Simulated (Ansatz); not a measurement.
# Ti5HC: the cost of one run

Program: Ansatz 0.2.0. Level of theory: DFT r2SCAN, scalar-relativistic, plane waves, PAW. These are calculated values, not measurements.

5 further runs of the same task are left out: 3 that didn't finish, 2 set aside as unsound or not needed.

### 1 The system as given

Symmetry: P3m1, No. 156, trigonal system. The conventional cell has a = 2.936 Å, b = 2.936 Å, c = 26.272 Å, α = 90.00°, β = 90.00°, γ = 120.00°. Ti (site symmetry 3m) has 9 Ti at 2.87 to 2.94 Å in its first shell of neighbours. Ti (site symmetry 3m) has 12 Ti at 2.87 to 2.94 Å in its first shell of neighbours. Ti (site symmetry 3m) is surrounded by 12 Ti at 2.88 to 2.94 Å. Ti (site symmetry 3m) has 12 Ti at 2.74 to 2.94 Å in its first shell of neighbours. Ti (site symmetry 3m) has 9 Ti at 2.74 to 2.94 Å in its first shell of neighbours.

As a file:

```cif
data_structure
_symmetry_space_group_name_H-M 'P3m1'
_symmetry_Int_Tables_number 156
_cell_length_a 2.9358
_cell_length_b 2.9358
_cell_length_c 26.2724
_cell_angle_alpha 90.000
_cell_angle_beta 90.000
_cell_angle_gamma 120.000
_cell_volume 196.10
loop_
_atom_site_label
_atom_site_type_symbol
_atom_site_symmetry_multiplicity
_atom_site_Wyckoff_symbol
_atom_site_fract_x
_atom_site_fract_y
_atom_site_fract_z
_atom_site_occupancy
Ti1 Ti 1 c 0.66667 0.33333 0.32353 1
Ti2 Ti 1 b 0.33333 0.66667 0.41177 1
Ti3 Ti 1 c 0.66667 0.33333 0.50052 1
Ti4 Ti 1 b 0.33333 0.66667 0.59132 1
Ti5 Ti 1 c 0.66667 0.33333 0.67309 1
```

Planes are indexed in the bulk's conventional cell (P6_3/mmc (No. 194)), a = 2.936 Å, b = 2.936 Å, c = 4.636 Å, α = 90.00°, β = 90.00°, γ = 120.00°.

It is a (001) slab, 9.3 Å thick as cut, with 17 Å of vacuum; its outer planes are Ti (top) and Ti (bottom). An earlier relaxation, lower half held, gave -12519.7371 eV, work function 4.58 eV (top face), 4.65 eV (bottom face).

### 2 CH at the top (Ti) site

Input file input.yaml:

```yaml
crystal:
  lattice:
    - [2.9357969418, 0.0, 0.0]
    - [-1.4678984709, 2.542474732, 0.0]
    - [0.0, 0.0, 29.3723858179]
  atoms:
    - { symbol: Ti, position: [0.6666666667, 0.3333333333, 0.2893874557] }
    - { symbol: Ti, position: [0.3333333333, 0.6666666667, 0.368308401] }
    - { symbol: Ti, position: [0.6666666667, 0.3333333333, 0.44769284] }
    - { symbol: Ti, position: [0.3333333333, 0.6666666667, 0.5289108478] }
    - { symbol: Ti, position: [0.6666666667, 0.3333333333, 0.60205355] }
    - { symbol: C, position: [0.6666666667, 0.3333333333, 0.6824011259] }
    - { symbol: H, position: [0.6666666667, 0.3333333333, 0.7198512672] }
basis:
  ecutwfc: 500
kpoints:
  mp_grid: { grid: [12, 12, 1] }
hamiltonian:
  xc: r2scan
scf:
  occupations: { method: gaussian, width: 0.1 }
output:
  forces: true
  eigenvalues: true
  write_density: true
  write_potential: true
  elf: true
  volumetric_format: npy
relax:
  adjacent_minimum: "off"
  f_tol: 0.03
  max_steps: 70
  constraints: [{ sites: [0, 1] }]
efield:
  axis: 3
  dipole_correction: true
  ramp_width: 0.04
```

On the command line:

```bash
ansatz run input.yaml --threads 2 --pin off --max-ram 5120MiB --backend cpu --events-out ev --progress --plain --runs-dir out
```

**Question.** How long does this run take on 2 threads of AMD EPYC 9R45 (Zen 5), shared host, and how much memory does it need?

About 35 s, with a peak of 1.1 GiB.
